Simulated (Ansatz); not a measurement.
Computed with Ansatz on PBE0-D4/def2-TZVP structures; ΔE is electronic, products minus reactants. CBS: MP2 limit from def2 TZ/QZ plus the TZ coupled-cluster correction, frozen cores. Functionals use def2-TZVPP. HSE06 is defined as in plane-wave codes. Elements past krypton have def2 core potentials. For Cd outer-core shells are correlated without core-valence functions, which leaves a few kJ/mol of doubt a bond. One conformer a species, not always the lowest.

Consider the formal exchange of groups at a Cd–O bond: `CC(C)[O][Cd][O]C(C)C` + `CC(C)(C)O` → `CC(C)[O][Cd][OH]` + `CC(C)OC(C)(C)C`.

(1) Is it downhill or uphill in electronic energy at CCSD(T)/CBS, and by how much? (An estimate is asked.)

(2) What do these levels give: PBE-D4, revPBE-D4, BLYP-D4, HSE06-D4, ωB97M-V, PBE, r2SCANh, HF/def2-SVP, CCSD(T)/def2-SVP, HF/def2-TZVPP, SCS-MP2/def2-TZVPP, MP2/CBS(def2)? (Estimate.)

Largest T1 diagnostic among the species: 0.016.

## Answers

(1) Ansatz gave: Uphill: ΔE = +0.7 kcal/mol.

(2) Ansatz gave: PBE-D4 2.5, revPBE-D4 2.4, BLYP-D4 2.1, HSE06-D4 2.1, ωB97M-V 1.1, PBE 3.0, r2SCANh 2.7, HF/def2-SVP 3.5, CCSD(T)/def2-SVP 4.1, HF/def2-TZVPP 1.8, SCS-MP2/def2-TZVPP 0.9, MP2/CBS(def2) 0.0 kcal/mol.

Leaving LDA and LC-ωPBE aside and taking each functional with its dispersion term where it has one, the values, not all of them listed here, spread over 1.7 kcal/mol, from CAM-B3LYP-D4 to r2SCAN-D4. From BLYP to BHLYP (50 % exact exchange), in def2-TZVPP and without D4, ΔE moves by −1.1 kcal/mol. At CCSD(T), def2-SVP lies +3.4 kcal/mol from the extrapolated value and def2-TZVPP +0.8 kcal/mol.
